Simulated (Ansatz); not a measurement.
Relaxed bulk HgTe, space group F-43m (No. 216):

```xyz
2
Lattice="0.0000 3.2559 3.2559 3.2559 0.0000 3.2559 3.2559 3.2559 0.0000" Properties=species:S:1:pos:R:3 pbc="T T T"
Hg    0.0000    0.0000    0.0000
Te    1.6279    1.6279    1.6279
```

Miller indices refer to the conventional cell of F-43m (No. 216), a = 6.512 Å, b = 6.512 Å, c = 6.512 Å, α = 90.00°, β = 90.00°, γ = 90.00°.

The (100) slab of 8 planes, 11.4 Å thick with 15 Å of vacuum as cut; outer planes Hg (top) and Te (bottom).

Theory: DFT PBEsol, scalar-relativistic, plane waves, PAW in Ansatz. Settings: cutoff 420 eV, Γ-centred mesh 8×8×1 on the computed 8-atom cell, Gaussian smearing of 0.10 eV; no spin polarisation. A dipole correction removes the field between periodic images along c.

The slab's inner planes relax by over 3 % too, so it holds no bulk-like region.

Results for the relaxed slab:

```json
{"Surface energy (mean of both faces)": "0.85 J/m²", "Work function": "4.23 eV (top), 5.67 eV (bottom)", "Dipole of the slab along +c, per cell": "0.17 e·Å"}
```

Relaxation lowers the energy by 0.025 J/m² a face; the largest move is 0.091 Å.

| plane (bottom to top) | atoms | spacing to next, bulk (Å) | relaxed (Å) | change (%) |
| --- | --- | --- | --- | --- |
| 1 | Te | 1.628 | 1.465 | -10.0 |
| 2 | Hg | 1.628 | 1.762 | +8.2 |
| 3 | Te | 1.628 | 1.530 | -6.0 |
| 4 | Hg | 1.628 | 1.719 | +5.6 |
| 5 | Te | 1.628 | 1.550 | -4.8 |
| 6 | Hg | 1.628 | 1.712 | +5.2 |
| 7 | Te | 1.628 | 1.581 | -2.9 |
| 8 | Hg |  |  |  |

With no bulk-like middle, the error of these values can't be bounded.

Spin-orbit coupling is left out, which matters for the bands of heavy elements.

γ = (E_slab − N·E_bulk)/2A = 2.240 eV / (2 × 21.20 Å²) = 52.8 meV/Å² = 0.85 J/m², with N = 8 atoms. The cut crosses 2 bonds a cell (neighbours within 10 % of the shortest distances), so each costs 1.12 eV on this count. The top two spacings change in opposite senses (-2.9 and +5.2 %). The faces differ by 1.44 eV because the slab carries a dipole: a dipole layer of p per area A shifts the vacuum level by e·p/(ε0·A) = 180.95 V·Å × 0.1687 e·Å / 21.20 Å² = 1.44 eV.

The spacings alternate through the whole slab: every gap with Te below Hg contracts, and every gap with Hg below Te expands. The two sublattices have therefore shifted against each other, Hg towards the Te face and Te towards the Hg face. This is the response expected of a polar stack, in which the internal field pushes cations and anions in opposite directions and their displacement partly screens it. The distortion is strongest at the Te end, from -10.0 % in the outermost gap to -2.9 % at the Hg end, so local rebonding at the Te face probably adds to the field effect.

The higher work function of the Te face fits its outward negative charge. Electron transfer from Hg to Te dangling bonds probably compensates much of the polarity, so the energy per cut bond isn't a pure Hg–Te bond strength. With one atom per plane in the cell, neither dimer rows nor ordered vacancies can form, and the calculation doesn't show that these bulk-terminated faces are stable against reconstruction.
